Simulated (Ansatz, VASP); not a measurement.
MnO2 in VASP and in Ansatz

```
Mn O
1.0
     2.85658    0.00000    0.00000
    -1.42829    2.47387    0.00000
     0.00000    0.00000    4.60137
Mn O
1 2
Direct
  0.00000 0.00000 0.50000
  0.33333 0.66667 0.70629
  0.66667 0.33333 0.29371
```

Measurements of this composition are mostly on another form, of space group No. 136.

Alike in both runs: task single point; functional r2SCAN; k mesh 6 × 6 × 4; occupations fermi-dirac, width 0.05 eV; collinear spin.

|  | VASP | Ansatz |
| --- | --- | --- |
| version | VASP 6.6.1 | Ansatz 0.2.0 |
| potentials or method | VASP PAW PBE potentials, release 64 (Mn_pv, O) | Ansatz PAW |
| plane-wave cutoff (eV) | 520 | 500 |
| valence electrons in the cell | 25 | 27 |

VASP gave:

```
gap on the k mesh at the Fermi level (eV)                     : 1.91
least direct gap on the mesh (eV)                             : 1.99
pressure (GPa)                                                : 0.3
largest component of the traceless stress (GPa)               : 0.18
rms of the force components (eV/Å)                            : 0.002
net moment per atom (μB)                                      : 1.00
size of the moment on the site where the two differ most (μB) : 2.94
```

Task: Estimate Ansatz's values.

Result: gap on the k mesh at the Fermi level (eV): 1.94; least direct gap on the mesh (eV): 2.02; pressure (GPa): -0.7; largest component of the traceless stress (GPa): 0.39; rms of the force components (eV/Å): 0.038; net moment per atom (μB): 1.00; size of the moment on the site where the two differ most (μB): 2.59.

Site moments also hang on the region over which each program counts them. Atom by atom the forces differ by 0.040 eV/Å (rms over components). The functional is the same, so the differences come from potentials, cutoffs and numerics. The two sets of potentials don't hold the same shells in valence.

Caveats: a cell with one magnetic atom can't hold antiferromagnetic order, which such compounds often take; the k mesh is coarse (spacing up to 0.42 Å⁻¹), so the values aren't converged (VASP); the PAW data sets were made with another functional, which shifts forces and pressure a little (VASP); the k mesh is coarse (spacing up to 0.42 Å⁻¹), so the values aren't converged, least of all with exact exchange (Ansatz); the magnetic or orbital state may not be the lowest (Ansatz); the PAW data sets come from PBE, with cores solved anew for the run's functional, which leaves a small shift of forces and pressure (Ansatz). A k mesh can miss the band edges. r2SCAN opens gaps a little over a GGA but as a rule still falls short of measured ones.
